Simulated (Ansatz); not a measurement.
# SnH2: the cost of one run

Program: Ansatz 0.2.0. Level of theory: DFT PBE, scalar-relativistic, plane waves, PAW. These are calculated values, not measurements.

**1. The starting structure**

The structure is cubic, space group Fm-3m (No. 225). The conventional cell has a = 8.218 Å, b = 8.218 Å, c = 8.218 Å, α = 90.00°, β = 90.00°, γ = 90.00°. Sn (site symmetry m-3m) has 12 H at 2.91 Å as nearest neighbours. Around Sn (site symmetry -43m) lie 6 H at 2.05 Å. H (site symmetry mmm) has 4 Sn at 2.05 to 2.91 Å as nearest neighbours.

As a file:

```cif
data_structure
_symmetry_space_group_name_H-M 'P 1'
_symmetry_Int_Tables_number 1
_cell_length_a 5.8113
_cell_length_b 5.8113
_cell_length_c 5.8113
_cell_angle_alpha 60.000
_cell_angle_beta 60.000
_cell_angle_gamma 60.000
_cell_volume 138.77
loop_
_atom_site_label
_atom_site_type_symbol
_atom_site_fract_x
_atom_site_fract_y
_atom_site_fract_z
_atom_site_occupancy
Sn1 Sn 0.00000 0.00000 0.00000 1
Sn2 Sn 0.75000 0.75000 0.75000 1
Sn3 Sn 0.25000 0.25000 0.25000 1
H1 H 0.50000 0.00000 0.00000 1
H2 H 0.00000 0.50000 0.00000 1
H3 H 0.00000 0.00000 0.50000 1
H4 H 0.00000 0.50000 0.50000 1
H5 H 0.50000 0.00000 0.50000 1
H6 H 0.50000 0.50000 0.00000 1
```

The cell was relaxed beforehand at this level, from a generated guess; it needn't be the stable form of this composition. At a tolerance of 0.05 Å it has space group Fm-3m (No. 225); it has 15.42 Å³/atom, an uncorrected energy of +0.52 eV/atom over the elements.

**2. Bands, states and charges**

Contents of input.yaml:

```yaml
crystal:
  lattice:
    - [0.0, 4.109195606, 4.109195606]
    - [4.109195606, 0.0, 4.109195606]
    - [4.109195606, 4.109195606, 0.0]
  atoms:
    - { symbol: Sn, position: [0.0, 0.0, 0.0] }
    - { symbol: Sn, position: [0.75, 0.75, 0.75] }
    - { symbol: Sn, position: [0.25, 0.25, 0.25] }
    - { symbol: H, position: [0.5, 0.0, 0.0] }
    - { symbol: H, position: [0.0, 0.5, 0.0] }
    - { symbol: H, position: [0.0, 0.0, 0.5] }
    - { symbol: H, position: [0.0, 0.5, 0.5] }
    - { symbol: H, position: [0.5, 0.0, 0.5] }
    - { symbol: H, position: [0.5, 0.5, 0.0] }
basis:
  ecutwfc: 420
kpoints:
  mp_grid: { grid: [8, 8, 8] }
  band_path:
    path:
      - [[0.0, 0.0, 0.0], [0.5, 0.0, 0.5], [0.625, 0.25, 0.625]]
      - [[0.375, 0.375, 0.75], [0.0, 0.0, 0.0], [0.5, 0.5, 0.5], [0.5, 0.25, 0.75], [0.5, 0.0, 0.5]]
    npoints: 14
hamiltonian:
  xc: pbe
scf:
  occupations: { method: gaussian, width: 0.1 }
  n_extra_bands: 22
output:
  forces: true
  stress: true
  eigenvalues: true
  populations: true
  dos: { projected: true, de: 0.02, nscf_kmesh: { grid: [10, 10, 10] } }
  bader: true
  write_density: true
  write_potential: true
  elf: true
  volumetric_format: npy
```

On the command line:

```sh
$ ansatz run input.yaml --threads 1 --pin off --max-ram 2048MiB --backend cpu --events-out ev --progress --plain --runs-dir out
```

**Question.** How long does this run take on 1 thread of Intel Xeon Platinum 8259CL at 2.50GHz (Skylake/Cascade Lake), shared host, and how much memory does it need?

About 2.6 min, with a peak of 0.62 GiB.
